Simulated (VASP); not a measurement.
Crystal: MoS2.

```
Mo S
1.0
     1.58550    0.91539    6.11500
    -1.58550    0.91539    6.11500
     0.00000   -1.83078    6.11500
Mo S
1 2
Direct
  0.00000 0.00000 0.00000
  0.25000 0.25000 0.25000
  0.75000 0.75000 0.75000
```

Measurements of this composition are mostly on another form, of space group No. 194.

* Program: VASP 6.6.1
* Task: relaxation of cell and atoms
* Functional: PBEsol
* Potentials or basis: VASP PAW PBE potentials, release 64 (Mo_sv, S)
* Cutoff: 600 eV
* k mesh: 8 × 8 × 8
* Occupations: fermi-dirac, width 0.05 eV
* Spin: no spin polarisation

At the start: pressure 2.9 GPa; volume 17.75 Å³/atom.

Question: How do energy, volume and symmetry change on relaxing?

Answer: Over 31 steps the energy falls by 15.5 meV/atom and the volume is 17.12 Å³/atom (-3.5 %); space group R-3m (No. 166, to 0.05 Å).

Step by step:
```tsv
step	energy change (eV)	largest force (eV/Å)	pressure (GPa)	volume (Å³)
1	0.0000	0.7487	2.93	53.25
2	0.0296	0.7334	-7.24	55.78
3	-0.0249	0.1137	-1.47	54.25
4	-0.0372	0.0741	-0.80	53.50
5	-0.0405	0.0530	-0.18	52.84
6	-0.0405	0.0500	-0.18	52.81
7	-0.0412	0.0826	0.11	52.64
8	-0.0420	0.1798	0.94	52.12
9	-0.0421	0.1792	0.95	52.11
10	-0.0424	0.1752	0.91	52.07
11	-0.0430	0.1669	0.88	51.99
12	-0.0441	0.1506	0.78	51.83
13	-0.0455	0.1190	0.62	51.51
14	-0.0448	0.0544	0.43	50.86
15	-0.0458	0.0976	0.56	51.26
16	-0.0462	0.0505	0.19	51.39
17	-0.0463	0.0006	-0.22	51.52
18	-0.0463	0.0146	-0.13	51.48
19	-0.0463	0.0169	-0.10	51.48
20	-0.0463	0.0154	-0.10	51.46
21	-0.0464	0.0133	-0.07	51.42
22	-0.0464	0.0095	0.07	51.32
23	-0.0465	0.0127	0.08	51.35
24	-0.0465	0.0142	0.00	51.38
25	-0.0465	0.0112	0.01	51.37
26	-0.0465	0.0108	0.04	51.36
27	-0.0465	0.0105	0.04	51.35
28	-0.0465	0.0007	-0.03	51.37
29	-0.0465	0.0054	0.00	51.36
30	-0.0465	0.0015	-0.03	51.37
31	-0.0465	0.0038	-0.01	51.36
```

Final structure:
```xyz
3
Lattice="1.5622 0.9020 6.0755 -1.5622 0.9020 6.0755 0.0000 -1.8039 6.0755" Properties=species:S:1:pos:R:3 pbc="T T T"
Mo    0.0000    0.0000    0.0000
S     0.0000    0.0000    4.4767
S     0.0000    0.0000   13.7496
```

Caveat: the PAW data sets were made with another functional, which shifts forces and pressure a little.
